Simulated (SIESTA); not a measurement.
MgB2 in SIESTA: convergence with ElectronicTemperature

Crystal: MgB2.

```
Mg B
1.0
     3.08500    0.00000    0.00000
    -1.54250    2.67169    0.00000
     0.00000    0.00000    3.52300
Mg B
1 2
Direct
  0.01959 0.99359 0.99020
  0.66441 0.32161 0.49171
  0.33637 0.66639 0.50926
```

The cell isn't the ideal one: atoms moved at random, drawn with an rms of 0.05 Å.

* Program: SIESTA 5.4.2
* Task: single point
* Functional: PBE
* Potentials or basis: PseudoDojo 0.4 standard (PBE files)
* Basis: DZP (energy shift 0.003 Ry; two zetas on semicore shells)
* Grid cutoff: 800 Ry
* Energy shift: 0.003 Ry
* k mesh: 8 × 8 × 6
* Occupations: fermi-dirac, width 0.5 eV
* Spin: no spin polarisation

These are the settings of the first run; the series varies ElectronicTemperature, with any setting tied to it.

Hardware: 1 thread of Intel(R) Xeon(R) 6975P-C (Granite Rapids), on a shared host.

Question: The values tried are 0.5, 0.3, 0.2, 0.1, 0.05, 0.025, 0.01, loosest first. From which on does the pressure stay within 0.1 GPa of the tightest run that finished?

Answer: From 0.2 on.

| ElectronicTemperature | energy less the tightest run, at zero smearing (meV/atom) | pressure (GPa) | largest force (eV/Å) | SCF cycles | CPU time (s) | peak memory (GiB) |
| --- | --- | --- | --- | --- | --- | --- |
| 0.5 | -6.58 | 4.90 | 0.761 | 11 | 68 | 0.36 |
| 0.3 | -4.49 | 4.51 | 0.759 | 11 | 67 | 0.36 |
| 0.2 | -2.95 | 4.42 | 0.752 | 10 | 63 | 0.36 |
| 0.1 | -0.86 | 4.38 | 0.741 | 12 | 72 | 0.36 |
| 0.05 | -0.14 | 4.38 | 0.731 | 12 | 71 | 0.36 |
| 0.025 | -0.03 | 4.38 | 0.723 | 13 | 76 | 0.36 |
| 0.01 | 0.00 | 4.38 | 0.719 | 14 | 80 | 0.36 |

Against the tightest run, the energy stays within 1 meV/atom from 0.1 on; the largest force stays within 0.005 eV/Å from 0.025 on. The tightest run that finished is the yardstick and may itself not be fully converged.

Caveat, for the tightest run too: the basis of atomic orbitals isn't converged, which shifts pressures, moduli and gaps.
